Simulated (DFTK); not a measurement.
**Re under changes of volume**

One of the cells (14.714 Å³/atom); the others are scaled copies at fixed shape and fractional positions:

```
Re
1.0
     2.76080    0.00000    0.00000
    -1.38040    2.39092    0.00000
     0.00000    0.00000    4.45820
Re
2
Direct
  0.66667 0.33333 0.75000
  0.33333 0.66667 0.25000
```

* Program: DFTK 0.8.2
* Functional: PBE
* Potentials or basis: dojo.nc.sr.pbe.v0_4_1.standard.upf (PBE)
* Cutoff: 980 eV
* k mesh: 11 × 11 × 6
* Occupations: fermi-dirac, width 0.05 eV
* Spin: no spin polarisation

| volume (Å³/atom) | energy over the lowest point (meV/atom) | pressure (GPa) |
| --- | --- | --- |
| 13.831 | ? | ? |
| 14.125 | 55.56 | 23.2 |
| 14.420 | 21.63 | 14.0 |
| 14.714 | 3.65 | 5.8 |
| 15.008 | 0.00 | -1.6 |
| 15.303 | 9.21 | -8.2 |
| 15.597 | 29.97 | -14.2 |

What does the run at 13.831 Å³/atom give?

Energy over the lowest point 107.21 meV/atom; pressure 33.3 GPa.

Worked out: A Birch-Murnaghan fit of order 3 (a polynomial in V^(-2/3)) to the other rows has its minimum at 14.94 Å³/atom with B0 = V·E''(V) = 364 GPa and B' = 4.3 at fixed shape and positions, which overstates the stiffness. It gives 107.07 meV/atom at 13.831 Å³/atom, against the run's 107.21, and -dE/dV = 33.2 GPa, against 33.3.

Energies are extrapolated to zero smearing.
